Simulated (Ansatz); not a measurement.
# ZnSe: Se interstitial

Aim: make a Se interstitial in a supercell of 32 atoms of ZnSe, relax it, in the charges 0, -1, -2, and find its formation energy, moment and surroundings.

Computed with Ansatz 0.2.0 (DFT PBE, scalar-relativistic, plane waves, PAW, unless a step's input says otherwise).

4 further runs of the same task are left out: 1 that didn't finish, 3 set aside as unsound or not needed.

### Step 1. The system as given

The structure is cubic, space group F-43m (No. 216). Conventional cell: a = 5.732 Å, b = 5.732 Å, c = 5.732 Å, α = 90.00°, β = 90.00°, γ = 90.00°. Zn (site symmetry -43m) has 4 Se at 2.48 Å in its first shell of neighbours. Around Se (site symmetry -43m) lie 4 Zn at 2.48 Å.

As a file:

```cif
data_structure
_symmetry_space_group_name_H-M 'F-43m'
_symmetry_Int_Tables_number 216
_cell_length_a 5.7318
_cell_length_b 5.7318
_cell_length_c 5.7318
_cell_angle_alpha 90.000
_cell_angle_beta 90.000
_cell_angle_gamma 90.000
_cell_volume 188.31
loop_
_atom_site_label
_atom_site_type_symbol
_atom_site_symmetry_multiplicity
_atom_site_Wyckoff_symbol
_atom_site_fract_x
_atom_site_fract_y
_atom_site_fract_z
_atom_site_occupancy
Zn1 Zn 4 a 0.00000 0.00000 0.00000 1
Se1 Se 4 c 0.25000 0.25000 0.25000 1
```

It goes back to an entry of the Materials Project.

It is the result of an earlier relaxation at this level (volume 23.54 Å³/atom; gap on the mesh: 1.15 eV).

The host's static dielectric tensor, from an earlier linear-response run, has a mean of 10.79.

The perfect supercell (rows -3 1 1; 1 1 -3; 1 -3 1 in vectors of this cell) was computed beforehand with the same settings: E(σ→0) = -140632.6140 eV for 32 atoms, gap 2.97 eV on its own mesh.

### Step 2. Making the defect

The extra atom is put at (0.500, 0.500, 0.500) of the supercell, the middle of a void of radius 2.48 Å. A small random displacement (spread 0.06 Å) lets the symmetry of the site break. Its neighbours are 4 Se at 2.48 Å, 6 Zn at 2.87 Å.

### Step 3. Charge state 0

input.yaml reads:

```yaml
crystal:
  lattice:
    - [5.7317611754, -5.7317611754, -5.7317611754]
    - [-5.7317611754, -5.7317611754, 5.7317611754]
    - [-5.7317611754, 5.7317611754, -5.7317611754]
  atoms:
    - { symbol: Zn, position: [0.2506588507, 0.2284650041, 0.5002692575] }
    - { symbol: Zn, position: [0.23925367, 0.4824992237, 0.2290891766] }
    - { symbol: Zn, position: [0.25, 0.75, 0.0] }
    - { symbol: Zn, position: [0.0, 0.25, 0.75] }
    - { symbol: Zn, position: [0.25, 0.0, 0.75] }
    - { symbol: Zn, position: [0.0, 0.5, 0.5] }
    - { symbol: Zn, position: [0.0, 0.75, 0.25] }
    - { symbol: Zn, position: [0.75, 0.25, 0.0] }
    - { symbol: Zn, position: [1.0, 1.0, 1.0] }
    - { symbol: Zn, position: [0.7475269525, 0.5074881383, 0.7463363271] }
    - { symbol: Zn, position: [0.7501485335, 0.7428514483, 0.499949942] }
    - { symbol: Zn, position: [0.4949975076, 0.2505190033, 0.2506389418] }
    - { symbol: Zn, position: [0.75, 0.0, 0.25] }
    - { symbol: Zn, position: [0.5, 0.5, 0.0] }
    - { symbol: Zn, position: [0.4856397641, 0.7517824143, 0.7480162041] }
    - { symbol: Zn, position: [0.5, 0.0, 0.5] }
    - { symbol: Se, position: [0.0, 0.25, 0.5] }
    - { symbol: Se, position: [0.0, 0.5, 0.25] }
    - { symbol: Se, position: [0.0, 0.75, 0.0] }
    - { symbol: Se, position: [0.75, 0.25, 0.75] }
    - { symbol: Se, position: [0.0, 0.0, 0.75] }
    - { symbol: Se, position: [0.7531477754, 0.5055529059, 0.5084132451] }
    - { symbol: Se, position: [0.75, 0.75, 0.25] }
    - { symbol: Se, position: [0.5, 0.25, 0.0] }
    - { symbol: Se, position: [0.75, 0.0, 0.0] }
    - { symbol: Se, position: [0.5047574562, 0.5107199085, 0.75445138] }
    - { symbol: Se, position: [0.4979860234, 0.7409003066, 0.495693864] }
    - { symbol: Se, position: [0.2426563339, 0.2472987705, 0.2478369057] }
    - { symbol: Se, position: [0.5, 0.0, 0.25] }
    - { symbol: Se, position: [0.25, 0.5, 0.0] }
    - { symbol: Se, position: [0.25, 0.75, 0.75] }
    - { symbol: Se, position: [0.25, 0.0, 0.5] }
    - { symbol: Se, position: [0.5011082524, 0.504028664, 0.499090442] }
  host:
    lattice:
      - [0.0, 2.8658805877, 2.8658805877]
      - [2.8658805877, 0.0, 2.8658805877]
      - [2.8658805877, 2.8658805877, 0.0]
    atoms:
      - { symbol: Zn, position: [0.0, 0.0, 0.0] }
      - { symbol: Se, position: [0.75, 0.75, 0.75] }
basis:
  ecutwfc: 420
  xc_grid: 2
kpoints:
  mp_grid: { grid: [2, 2, 2], shift: [0.5, 0.5, 0.5] }
hamiltonian:
  xc: pbe
scf:
  occupations: { method: gaussian, width: 0.01 }
output:
  forces: true
  stress: false
  eigenvalues: true
  charged_corrections:
    defect_position: [0.5, 0.5, 0.5]
    epsilon: [[10.789, 0.0, 0.0], [0.0, 10.789, 0.0], [0.0, 0.0, 10.789]]
  write_density: true
  write_potential: true
  elf: true
  volumetric_format: npy
relax:
  adjacent_minimum: "off"
  f_tol: 0.025
  max_steps: 45
```

On the command line:

```bash
ansatz run input.yaml --threads 4 --pin off --max-ram 10240MiB --backend cpu --events-out ev --progress --plain --runs-dir out
```

The session goes on with these runs: relaxing the defect, charge -1; charge state -2.

What does the calculation give? Wanted: formation energy, neutral; nearest atoms after relaxation, one image of each, neutral.

As calculated:

| quantity | value |
| --- | --- |
| formation energy, neutral | 2.32 eV |
| nearest atoms after relaxation, one image of each, neutral | 1 Se at 2.36 Å, 1 Zn at 2.39 Å, 1 Zn at 2.48 Å |
| level (0/-1) above the valence top | 2.51 eV (outside the gap) |
| level (-1/-2) above the valence top | 1.90 eV (outside the gap) |

**Reading.** Forming the neutral defect takes 2.32 eV with the elements as reservoirs. Spin polarisation was off in the neutral run, so a moment could not show there. Spin was allowed in some charges only (not in -2, 0): their moments are zero by construction, and levels between the two kinds of run can be off. Among the charges computed the stable one is 0 at the valence top and stays so across the gap of 1.15 eV. The levels on either side of charge -1 are inverted, so that state is never the lowest (negative U). In charges -1 and -2 the extra carrier would gain by moving to a band edge of the host at this level and cell size; a small cell and a semilocal functional both favour that, so a real bound level isn't ruled out. The alignment term, up to 0.94 eV here, is marked as doubtful by the program in a cell of this size. Levels are placed in the host's Kohn-Sham gap, which is usually too small at this level and squeezes them. A cell of 32 sites leaves finite-size errors of tenths of an eV, or more where the defect fills or empties host bands. Other minima may exist. Some runs ended without the moments they were started with.

A log calls its force constants unconverged on the k mesh, so modes and the static dielectric constant formed from them are rough.
